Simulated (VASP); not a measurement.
**Mesh, vacuum, cutoff and functional for a few sheets of MgI2**

Wanted: the error that each setting leaves in the work function or ionisation potential of a few sheets of MgI2.

Calculated with VASP 6.6.1; PBE; plane waves and PAW (I, Mg), in the first sound run; inputs show where later runs differ.

Report form: the programs' logs are mostly left out.

### 1. Set-up

The cell holds 6 atoms: 4 I and 2 Mg. Its edges and angles: a = 4.140 Å, b = 4.140 Å, c = 25.320 Å, α = 90.0°, β = 90.0°, γ = 120.0°. It derives from MgI2. A few sheets cut from a layered arrangement of the crystal. Vacuum lies along c.

As a file:

```cif
data_structure
_symmetry_space_group_name_H-M 'P 1'
_symmetry_Int_Tables_number 1
_cell_length_a 4.1400
_cell_length_b 4.1400
_cell_length_c 25.3200
_cell_angle_alpha 90.000
_cell_angle_beta 90.000
_cell_angle_gamma 120.000
_cell_volume 375.83
loop_
_atom_site_label
_atom_site_type_symbol
_atom_site_fract_x
_atom_site_fract_y
_atom_site_fract_z
_atom_site_occupancy
I1 I 0.33333 0.66667 0.70379 1
I2 I 0.66667 0.33333 0.56793 1
I3 I 0.33333 0.66667 0.43207 1
I4 I 0.66667 0.33333 0.29621 1
Mg5 Mg 0.00000 0.00000 0.63586 1
Mg6 Mg 0.00000 0.00000 0.36414 1
```

### 2. The base run

The base run sets the number that all others are held against.

INCAR reads:

```
SYSTEM = MgI2
PREC = Normal
ENCUT = 350
EDIFF = 1E-06
NELM = 120
ISMEAR = 0
SIGMA = 0.05
LREAL = .FALSE.
ALGO = Normal
GGA = PE
NBANDS = 22
LORBIT = 11
LWAVE = .FALSE.
LCHARG = .FALSE.
KPAR = 4
LASPH = .TRUE.
IDIPOL = 3
LDIPOL = .TRUE.
DIPOL = 0.5 0.5 0.5
LVHAR = .TRUE.
LVACPOTAV = .TRUE.
NEDOS = 1500
```

POSCAR reads:

```
MgI2
1.0
    4.1400000000      0.0000000000      0.0000000000
   -2.0700000000      3.5853451720      0.0000000000
    0.0000000000      0.0000000000     25.3200000000
I Mg
4 2
Direct
    0.3333333330      0.6666666670      0.7037914690
    0.6666666670      0.3333333330      0.5679304900
    0.3333333330      0.6666666670      0.4320695100
    0.6666666670      0.3333333330      0.2962085310
    0.0000000000      0.0000000000      0.6358609790
    0.0000000000      0.0000000000      0.3641390210
```

KPOINTS reads:

```
Automatic mesh
0
Gamma
9 9 1
0 0 0
```

The projector-augmented-wave data sets are I and Mg (PBE family, release 64).

Launch:

```console
$ mpirun -np 4 vasp_std
```

Elapsed: 15 s, on 4 MPI ranks of Intel Xeon 6975P-C (Granite Rapids), shared host; peak memory 0.91 GiB.

The gap is read on the k-mesh alone, so it is an upper bound where the band edges lie off the mesh.

Numbers from this step:

| Quantity | Value |
| --- | --- |
| electronic cycles | 21 |
| electrons | 32 |
| free energy (TOTEN) | -15.40 eV |
| Fermi energy | -1.392 eV |
| labelled metallic, from the levels on this mesh | no |
| dipole moment | 0, 0, 0 e·Å |
| vacuum levels | 4.69, 4.69 eV |
| ionisation potentials of the upper and lower face | 6.302, 6.302 eV |
| electron affinities of the upper and lower face | 2.771, 2.771 eV |
| highest filled level below the vacuum | 6.302 eV |
| gap on the k-mesh | 3.531 eV |
| least direct gap on the k-mesh | 3.801 eV |

The planar average of the electrostatic potential oscillates, so the rows of the table below give means over windows of 1 Å about each position, cut where the curve ends. Its maxima inside the range that stand out by 2 % of the span (Å: eV): 8.5: -0.443, 9.9: -0.470, 12.7: 5.42, 15.4: -0.470, 16.8: -0.443. Its minima: 7.5: -11.3, 9.2: -1.62, 10.9: -11.3, 14.5: -11.3, 16.1: -1.62, 17.8: -11.3.

Zero at the Fermi level. Planar average of the electrostatic potential against height; means over each step:

| height (Å) | planar average of the electrostatic potential (eV) |
| --- | --- |
| 0 | 6.08 |
| 1 | 6.08 |
| 2 | 6.08 |
| 3 | 6.08 |
| 4 | 6.08 |
| 5 | 6.04 |
| 6 | 5.19 |
| 7 | -4.95 |
| 8 | -6.46 |
| 9 | -1.19 |
| 10 | -2.38 |
| 11 | -9.40 |
| 12 | 2.54 |
| 13 | 4.63 |
| 14 | -6.65 |
| 15 | -5.20 |
| 16 | -1.27 |
| 17 | -3.26 |
| 18 | -8.69 |
| 19 | 3.65 |
| 20 | 5.96 |
| 21 | 6.08 |
| 22 | 6.08 |
| 23 | 6.08 |
| 24 | 6.08 |
| 25 | 6.08 |

Density of states in the PAW spheres, an atom over height of the layer and energy from the Fermi level.

Values in states/eV, 22 rows by 6 columns, each cell a mean:
```
0.00 0.00 0.00 0.00 0.00 0.00
0.01 0.00 0.01 0.01 0.00 0.01
0.64 0.02 0.67 0.67 0.02 0.64
1.61 0.05 1.87 1.87 0.05 1.61
1.32 0.06 1.12 1.12 0.06 1.32
1.11 0.06 0.85 0.85 0.06 1.11
0.68 0.05 0.69 0.69 0.05 0.68
0.43 0.04 0.43 0.43 0.04 0.43
0.40 0.04 0.42 0.42 0.04 0.40
0.61 0.14 0.63 0.63 0.14 0.61
0.48 0.17 0.57 0.57 0.17 0.48
0.06 0.02 0.08 0.08 0.02 0.06
0.00 0.00 0.00 0.00 0.00 0.00
0.00 0.00 0.00 0.00 0.00 0.00
0.00 0.00 0.00 0.00 0.00 0.00
0.00 0.00 0.00 0.00 0.00 0.00
0.00 0.00 0.00 0.00 0.00 0.00
0.00 0.00 0.00 0.00 0.00 0.00
0.00 0.00 0.00 0.00 0.00 0.00
0.00 0.00 0.00 0.00 0.00 0.00
0.00 0.00 0.00 0.00 0.00 0.00
0.00 0.00 0.00 0.00 0.00 0.00
```
Columns: height of the layer (Å) from 7.5 to 17.8 (not evenly spaced); rows upwards: energy from the Fermi level (eV) from -7.9 to 0.5.

Force by atom:

| atom | x (eV/Å) | y (eV/Å) | z (eV/Å) | size |
| --- | --- | --- | --- | --- |
| I1 | 0.000 | 0.000 | -0.124 | 0.124 |
| I2 | 0.000 | 0.000 | 0.255 | 0.255 |
| I3 | 0.000 | 0.000 | -0.255 | 0.255 |
| I4 | 0.000 | 0.000 | 0.124 | 0.124 |
| Mg5 | 0.000 | 0.000 | 0.016 | 0.016 |
| Mg6 | 0.000 | 0.000 | -0.016 | 0.016 |

The highest filled level lies 6.30 eV below the vacuum at the upper face.

Only the dipole across the slab is computed (IDIPOL = 3); zeros along the plane are no results.

The map of layer states is cut here 0.5 eV above the Fermi level, so it leaves out the states above that.

### 3. Another mesh, mesh points along a 3, k-mesh 3×3×1

The mesh decides how well the Fermi level or the band edge is found.

INCAR: that of step 2 with these lines changed.

```diff
@@ -14,3 +14,3 @@
 LCHARG = .FALSE.
-KPAR = 4
+NCORE = 4
 LASPH = .TRUE.
@@ -21,2 +21 @@
 LVACPOTAV = .TRUE.
-NEDOS = 1500
```

POSCAR is that of step 2.

KPOINTS reads:

```
Automatic mesh
0
Gamma
3 3 1
0 0 0
```

Launch:

```console
$ mpirun -np 4 vasp_std
```

Elapsed: 7.4 s, on 4 MPI ranks; peak memory 0.49 GiB; 24 s of CPU time.

A gap read on the k-mesh alone can miss the band edges.

This step gave:

* free energy (TOTEN): -15.12 eV
* Fermi energy: -1.327 eV
* vacuum levels: 4.688, 4.688 eV
* ionisation potentials of the upper and lower face: 6.268, 6.268 eV
* electron affinities of the upper and lower face: 2.481, 2.481 eV
* highest filled level below the vacuum: 6.268 eV
* gap on the k-mesh: 3.788 eV
* least direct gap on the k-mesh: 3.788 eV

Force by atom:

| atom | x (eV/Å) | y (eV/Å) | z (eV/Å) | size |
| --- | --- | --- | --- | --- |
| I1 | 0.000 | 0.000 | -0.149 | 0.149 |
| I2 | 0.000 | 0.000 | 0.273 | 0.273 |
| I3 | 0.000 | 0.000 | -0.273 | 0.273 |
| I4 | 0.000 | 0.000 | 0.149 | 0.149 |
| Mg5 | 0.000 | 0.000 | 0.015 | 0.015 |
| Mg6 | 0.000 | 0.000 | -0.015 | 0.015 |

Against the base run its depth below the vacuum changes by -0.03 eV and the energy by +47.5 meV an atom.

### 4. Another mesh, mesh points along a 6, k-mesh 6×6×1

INCAR: that of step 3 with these lines changed.

```diff
@@ -14,3 +14,3 @@
 LCHARG = .FALSE.
-NCORE = 4
+KPAR = 4
 LASPH = .TRUE.
```

POSCAR is that of step 3.

KPOINTS reads:

```
Automatic mesh
0
Gamma
6 6 1
0 0 0
```

Launch:

```console
$ mpirun -np 4 vasp_std
```

It took 13 s on 4 MPI ranks; peak memory 0.84 GiB; 44 s of CPU time.

Against the base run its depth below the vacuum changes by -0.00 eV and the energy by +0.4 meV an atom.

### 5. Another mesh, mesh points along a 12, k-mesh 12×12×1

INCAR is that of step 4.

POSCAR is that of step 4.

KPOINTS reads:

```
Automatic mesh
0
Gamma
12 12 1
0 0 0
```

Launch:

```console
$ mpirun -np 4 vasp_std
```

Elapsed: 16 s, on 4 MPI ranks; peak memory 1 GiB.

Against the base run its depth below the vacuum changes by +0.00 eV and the energy by -0.0 meV an atom.

### 6. Side by side

Times are for 4 MPI ranks of Intel Xeon 6975P-C (Granite Rapids), shared host. The runs compared:

| no. | mesh points along a | highest filled level below the vacuum (eV) | energy at zero smearing (eV) | time | memory (GiB) |
| --- | --- | --- | --- | --- | --- |
| 1 | 3 | 6.268 | -15.12 | 7.4 s | 0.49 |
| 2 | 6 | 6.301 | -15.40 | 13 s | 0.84 |
| 3 | 12 | 6.302 | -15.40 | 16 s | 1.0 |

### 7. Another vacuum, vacuum width 5

Too little vacuum lets the faces of neighbouring images overlap, and too much only costs plane waves.

INCAR is that of step 5.

POSCAR reads:

```
MgI2
1.0
    4.1400000000      0.0000000000      0.0000000000
   -2.0700000000      3.5853451720      0.0000000000
    0.0000000000      0.0000000000     15.3199999902
I Mg
4 2
Direct
    0.3333333330      0.6666666670      0.8368146213
    0.6666666670      0.3333333330      0.6122715410
    0.3333333330      0.6666666670      0.3877284590
    0.6666666670      0.3333333330      0.1631853787
    0.0000000000      0.0000000000      0.7245430803
    0.0000000000      0.0000000000      0.2754569197
```

KPOINTS reads:

```
Automatic mesh
0
Gamma
9 9 1
0 0 0
```

Launch:

```console
$ mpirun -np 4 vasp_std
```

Run time: 7.2 s. Hardware: 4 MPI ranks; peak memory 0.69 GiB.

This step gave:

| Property | Result |
| --- | --- |
| electronic cycles | 13 |
| free energy (TOTEN) | -15.41 eV |
| Fermi energy | 1.712 eV |
| gap on the k-mesh | 3.529 eV |
| least direct gap on the k-mesh | 3.665 eV |

Force by atom:

| atom | x (eV/Å) | y (eV/Å) | z (eV/Å) | size |
| --- | --- | --- | --- | --- |
| I1 | 0.000 | 0.000 | -0.120 | 0.120 |
| I2 | 0.000 | 0.000 | 0.256 | 0.256 |
| I3 | 0.000 | 0.000 | -0.256 | 0.256 |
| I4 | 0.000 | 0.000 | 0.120 | 0.120 |
| Mg5 | 0.000 | 0.000 | 0.016 | 0.016 |
| Mg6 | 0.000 | 0.000 | -0.016 | 0.016 |

The program found no flat vacuum in this gap and printed no vacuum level, so no level below the vacuum can be given.

### 8. Another vacuum, vacuum width 8

INCAR is that of step 7.

POSCAR reads:

```
MgI2
1.0
    4.1400000000      0.0000000000      0.0000000000
   -2.0700000000      3.5853451720      0.0000000000
    0.0000000000      0.0000000000     18.3199999902
I Mg
4 2
Direct
    0.3333333330      0.6666666670      0.7816593885
    0.6666666670      0.3333333330      0.5938864633
    0.3333333330      0.6666666670      0.4061135367
    0.6666666670      0.3333333330      0.2183406115
    0.0000000000      0.0000000000      0.6877729252
    0.0000000000      0.0000000000      0.3122270748
```

KPOINTS is that of step 7.

Launch:

```console
$ mpirun -np 4 vasp_std
```

Elapsed: 8.8 s, on 4 MPI ranks; peak memory 0.76 GiB; 32 s of CPU time.

The program found no flat vacuum in this gap and printed no vacuum level, so no level below the vacuum can be given.

### 9. Another vacuum, vacuum width 24

INCAR is that of step 8.

POSCAR reads:

```
MgI2
1.0
    4.1400000000      0.0000000000      0.0000000000
   -2.0700000000      3.5853451720      0.0000000000
    0.0000000000      0.0000000000     34.3199999902
I Mg
4 2
Direct
    0.3333333330      0.6666666670      0.6503496502
    0.6666666670      0.3333333330      0.5501165503
    0.3333333330      0.6666666670      0.4498834497
    0.6666666670      0.3333333330      0.3496503498
    0.0000000000      0.0000000000      0.6002330999
    0.0000000000      0.0000000000      0.3997669001
```

KPOINTS is that of step 8.

Launch:

```console
$ mpirun -np 4 vasp_std
```

The job ended after 20 s (4 MPI ranks; peak memory 1.1 GiB; 76 s of CPU time).

Against the base run its depth below the vacuum changes by +0.00 eV and the energy by -0.1 meV an atom.

### 10. The series together

Times are for 4 MPI ranks of Intel Xeon 6975P-C (Granite Rapids), shared host. Results by setting:

| no. | vacuum width | electronic cycles | least direct gap on the k-mesh (eV) | time | memory (GiB) |
| --- | --- | --- | --- | --- | --- |
| 1 | 5 | 13 | 3.665 | 7.2 s | 0.69 |
| 2 | 8 | 15 | 3.77 | 8.8 s | 0.76 |
| 3 | 24 | 21 | 3.801 | 20 s | 1.1 |

### 11. A lower cutoff, ENCUT 210

A lower cutoff is cheaper, and the test is whether a potential difference survives it better than the total energy.

INCAR: that of step 9 with these lines changed.

```diff
@@ -2,3 +2,3 @@
 PREC = Normal
-ENCUT = 350
+ENCUT = 210
 EDIFF = 1E-06
```

POSCAR reads:

```
MgI2
1.0
    4.1400000000      0.0000000000      0.0000000000
   -2.0700000000      3.5853451720      0.0000000000
    0.0000000000      0.0000000000     25.3200000000
I Mg
4 2
Direct
    0.3333333330      0.6666666670      0.7037914690
    0.6666666670      0.3333333330      0.5679304900
    0.3333333330      0.6666666670      0.4320695100
    0.6666666670      0.3333333330      0.2962085310
    0.0000000000      0.0000000000      0.6358609790
    0.0000000000      0.0000000000      0.3641390210
```

KPOINTS is that of step 9.

Launch:

```console
$ mpirun -np 4 vasp_std
```

Elapsed: 9 s, on 4 MPI ranks; peak memory 0.63 GiB.

This step gave:

| Property | Result |
| --- | --- |
| Fermi energy | -1.380 eV |
| vacuum levels | 4.689, 4.689 eV |
| ionisation potentials of the upper and lower face | 6.300, 6.300 eV |
| electron affinities of the upper and lower face | 2.767, 2.767 eV |
| highest filled level below the vacuum | 6.300 eV |
| gap on the k-mesh | 3.533 eV |
| least direct gap on the k-mesh | 3.802 eV |

Against the base run its depth below the vacuum changes by -0.00 eV and the energy by +1.3 meV an atom.

### 12. A lower cutoff, ENCUT 280

INCAR: that of step 11 with these lines changed.

```diff
@@ -2,3 +2,3 @@
 PREC = Normal
-ENCUT = 210
+ENCUT = 280
 EDIFF = 1E-06
```

POSCAR is that of step 11.

KPOINTS is that of step 11.

Launch:

```console
$ mpirun -np 4 vasp_std
```

Run time: 11 s. Hardware: 4 MPI ranks; peak memory 0.74 GiB; 41 s of CPU time.

This step gave:

```
Fermi energy                                      : -1.382 eV
vacuum levels                                     : 4.69, 4.69 eV
ionisation potentials of the upper and lower face : 6.301, 6.301 eV
electron affinities of the upper and lower face   : 2.770, 2.770 eV
highest filled level below the vacuum             : 6.301 eV
gap on the k-mesh                                 : 3.531 eV
least direct gap on the k-mesh                    : 3.801 eV
```

Against the base run its depth below the vacuum changes by -0.00 eV and the energy by +0.1 meV an atom.

### 13. Another smearing width, SIGMA 0.02

The width trades sharpness at the Fermi level against the mesh needed.

INCAR: that of step 12 with these lines changed.

```diff
@@ -2,3 +2,3 @@
 PREC = Normal
-ENCUT = 280
+ENCUT = 350
 EDIFF = 1E-06
@@ -6,3 +6,3 @@
 ISMEAR = 0
-SIGMA = 0.05
+SIGMA = 0.02
 LREAL = .FALSE.
```

POSCAR is that of step 12.

KPOINTS is that of step 12.

Launch:

```console
$ mpirun -np 4 vasp_std
```

Run time: 14 s. Hardware: 4 MPI ranks; peak memory 0.95 GiB; 55 s of CPU time.

Numbers from this step:

| Quantity | Value |
| --- | --- |
| Fermi energy | -1.515 eV |
| ionisation potentials of the upper and lower face | 6.302, 6.302 eV |
| electron affinities of the upper and lower face | 2.771, 2.771 eV |
| highest filled level below the vacuum | 6.302 eV |

Against the base run its depth below the vacuum changes by +0.00 eV and the energy by +0.0 meV an atom.

### 14. Another smearing width, SIGMA 0.4

INCAR: that of step 13 with these lines changed.

```diff
@@ -6,3 +6,3 @@
 ISMEAR = 0
-SIGMA = 0.02
+SIGMA = 0.4
 LREAL = .FALSE.
```

POSCAR is that of step 13.

KPOINTS is that of step 13.

Launch:

```console
$ mpirun -np 4 vasp_std
```

Elapsed: 13 s, on 4 MPI ranks; peak memory 0.94 GiB; 48 s of CPU time.

Numbers from this step:

* Fermi energy: 0.1827 eV

Against the base run its depth below the vacuum changes by +0.00 eV and the energy by +0.0 meV an atom.

### 15. Another level, functional LDA, disp none

This step: LDA; plane waves and PAW (I, Mg) (VASP 6.6.1).

Beside the numerical settings stands the choice of exchange and correlation.

INCAR: that of step 14 with these lines changed.

```diff
@@ -6,6 +6,6 @@
 ISMEAR = 0
-SIGMA = 0.4
+SIGMA = 0.05
 LREAL = .FALSE.
 ALGO = Normal
-GGA = PE
+GGA = CA
 NBANDS = 22
```

POSCAR is that of step 14.

KPOINTS is that of step 14.

Launch:

```console
$ mpirun -np 4 vasp_std
```

It took 12 s on 4 MPI ranks; peak memory 0.8 GiB.

The PAW data sets were made with PBE, though LDA sets exist; this is a small mismatch.

Numbers from this step:

```yaml
free_energy_toten: -17.95 eV
fermi_energy: -1.611 eV
vacuum_levels: 4.681, 4.681 eV
ionisation_potentials_of_the_upper_and_lower_face: 6.503, 6.503 eV
electron_affinities_of_the_upper_and_lower_face: 3.121, 3.121 eV
highest_filled_level_below_the_vacuum: 6.503 eV
gap_on_the_k_mesh: 3.381 eV
least_direct_gap_on_the_k_mesh: 3.596 eV
```

Force by atom:

| atom | x (eV/Å) | y (eV/Å) | z (eV/Å) | size |
| --- | --- | --- | --- | --- |
| I1 | 0.000 | 0.000 | -0.401 | 0.401 |
| I2 | 0.000 | 0.000 | 0.359 | 0.359 |
| I3 | 0.000 | 0.000 | -0.359 | 0.359 |
| I4 | 0.000 | 0.000 | 0.401 | 0.401 |
| Mg5 | 0.000 | 0.000 | 0.009 | 0.009 |
| Mg6 | 0.000 | 0.000 | -0.009 | 0.009 |

Against the base run its depth below the vacuum changes by +0.20 eV.

### 16. Another level, functional PBEsol, disp none

This step: PBEsol; plane waves and PAW (I, Mg) (VASP 6.6.1).

INCAR: that of step 15 with these lines changed.

```diff
@@ -9,3 +9,3 @@
 ALGO = Normal
-GGA = CA
+GGA = PS
 NBANDS = 22
```

POSCAR is that of step 15.

KPOINTS is that of step 15.

Launch:

```console
$ mpirun -np 4 vasp_std
```

Run time: 14 s. Hardware: 4 MPI ranks; peak memory 0.94 GiB.

The PAW data sets were made with PBE, which is usual practice but a small mismatch for other functionals.

Against the base run its depth below the vacuum changes by +0.03 eV.

### 17. Another level, functional RPBE, disp none

This step: RPBE; plane waves and PAW (I, Mg) (VASP 6.6.1).

INCAR: that of step 16 with these lines changed.

```diff
@@ -9,3 +9,3 @@
 ALGO = Normal
-GGA = PS
+GGA = RP
 NBANDS = 22
```

POSCAR is that of step 16.

KPOINTS is that of step 16.

Launch:

```console
$ mpirun -np 4 vasp_std
```

The job ended after 14 s (4 MPI ranks; peak memory 0.94 GiB; 53 s of CPU time).

(Continued in part 2 of 2.)

[Lines on the potential files, build, host, timing and source positions are cut from VASP's logs without a mark.]

[Logs are printed without paths, hosts, clocks, repeated set-up lines and the standing remarks that a program may print on its own settings, such as how far it seeks lower states.]

[Hosts, paths, dates, database ids (printed as entryN), source tags and the programs' standing remarks are cut or masked in the printed files.]

[In band tables of VASP the shares of atoms and orbitals are scaled to a sum of 1 inside the atoms' spheres.]

[Runs that stopped without an error message from VASP are left out.]
